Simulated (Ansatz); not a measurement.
SiC (Moissanite):

```
CELL_PARAMETERS angstrom
3.07600 0.00000 0.00000
-1.53800 2.66389 0.00000
0.00000 0.00000 5.04800
ATOMIC_POSITIONS crystal
Si 0.66667 0.33333 0.50000
Si 0.33333 0.66667 0.00000
C 0.66667 0.33333 0.88500
C 0.33333 0.66667 0.38500
```

Base run:

```yaml
Program: Ansatz 0.2.0
Functional: PBEsol
Potentials_or_basis: Ansatz PAW
Cutoff: "420 eV (not typed: the program's choice for these potentials)"
k_mesh: 10 × 10 × 5
Occupations: fermi-dirac, width 0.05 eV
Spin: no spin polarisation
```

Its results: band gap on the k mesh 2.33 eV, indirect (least direct gap 3.96 eV); pressure 0.3 GPa; largest force 0.747 eV/Å.

Question: The run is repeated on the same cell with these changes: functional from PBEsol to PBE; potentials or basis from Ansatz PAW to Ansatz PAW earlier set; cutoff from 420 eV (not typed: the program's choice for these potentials) to 800 eV. What comes out?

Answer: Band gap on the k mesh 2.48 eV, indirect (least direct gap 4.08 eV); pressure 3.7 GPa; largest force 0.753 eV/Å.

Caveats: the k mesh misses the band edges, so the gap on the mesh is wider than the one along the path; the PAW data sets come from PBE, with cores solved anew for the run's functional, which leaves a small shift of forces and pressure (some runs).
